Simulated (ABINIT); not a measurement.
Ge:

```
CELL_PARAMETERS angstrom
3.99759 0.00000 0.00000
-1.99879 3.46201 0.00000
0.00000 0.00000 6.59938
ATOMIC_POSITIONS crystal
Ge 0.33333 0.66667 0.93710
Ge 0.66667 0.33333 0.43710
Ge 0.33333 0.66667 0.56290
Ge 0.66667 0.33333 0.06290
```

This isn't the form of Ge at room conditions, which is diamond.

Base run:

* Program: ABINIT 10.8.3 (patched build)
* Functional: PBEsol
* Potentials or basis: PseudoDojo NC SR PBEsol v0.4.1 standard
* Cutoff: 1061 eV
* k mesh: 8 × 8 × 4
* Occupations: fermi-dirac, width 0.05 eV
* Spin: no spin polarisation

Its results: pressure 0.0 GPa.

The run is repeated on the same cell with these changes: functional from PBEsol to LDA; potentials or basis from PseudoDojo NC SR PBEsol v0.4.1 standard to JTH PAW LDA v2.0; cutoff from 1061 eV to 599 eV. What comes out?

Pressure -2.4 GPa.
